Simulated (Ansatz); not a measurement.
# GaN: the cost of one run

Method: DFT PBE, scalar-relativistic, plane waves, PAW, in Ansatz 0.2.0.

The COD entry's cell or inner coordinates are ideal or old and differ from later refinements, so a difference from it is no clean test against experiment.

1 further run of the same task is left out (set aside as unsound or not needed).

## 1. The starting structure

It takes space group P6_3mc (No. 186, hexagonal). Conventional cell: a = 3.218 Å, b = 3.218 Å, c = 5.243 Å, α = 90.00°, β = 90.00°, γ = 120.00°. Ga (site symmetry 3m) is surrounded by 4 N at 1.97 to 1.98 Å. Around N (site symmetry 3m) lie 4 Ga at 1.97 to 1.98 Å.

Structure file:

```cif
data_structure
_symmetry_space_group_name_H-M 'P 1'
_symmetry_Int_Tables_number 1
_cell_length_a 3.2184
_cell_length_b 3.2184
_cell_length_c 5.2430
_cell_angle_alpha 90.000
_cell_angle_beta 90.000
_cell_angle_gamma 120.000
_cell_volume 47.03
loop_
_atom_site_label
_atom_site_type_symbol
_atom_site_fract_x
_atom_site_fract_y
_atom_site_fract_z
_atom_site_occupancy
Ga1 Ga 0.33333 0.66667 0.99913 1
Ga2 Ga 0.66667 0.33333 0.49913 1
N1 N 0.33333 0.66667 0.37587 1
N2 N 0.66667 0.33333 0.87587 1
```

It is the result of an earlier relaxation at this level (volume 11.76 Å³/atom; gap on the mesh: 1.71 eV).

## 2. The cell scaled to 0.97 of its volume

Input file input.yaml:

```yaml
crystal:
  lattice:
    - [3.1859173304, 0.0, 0.0]
    - [-1.5929586652, 2.7590853425, 0.0]
    - [0.0, 0.0, 5.1900669819]
  atoms:
    - { symbol: Ga, position: [0.3333333333, 0.6666666667, -0.000868312] }
    - { symbol: Ga, position: [0.6666666667, 0.3333333333, 0.499131688] }
    - { symbol: "N", position: [0.3333333333, 0.6666666667, 0.375868312] }
    - { symbol: "N", position: [0.6666666667, 0.3333333333, 0.875868312] }
basis:
  ecutwfc: 420
kpoints:
  mp_grid: { grid: [12, 12, 6] }
hamiltonian:
  xc: pbe
scf:
  occupations: { method: gaussian, width: 0.02 }
output:
  forces: true
  stress: true
  eigenvalues: true
relax:
  adjacent_minimum: "off"
  f_tol: 0.01
  max_steps: 30
  cell: { stress_tol: 0.1, fix: [volume] }
```

Started as:

```sh
$ ansatz run input.yaml --threads 1 --pin off --max-ram 2560MiB --backend cpu --events-out ev --progress --plain --runs-dir out
```

What time and memory should one allow on 1 thread of AMD EPYC 9R45 (Zen 5), shared host?

About 4.5 s, with a peak of 0.45 GiB.
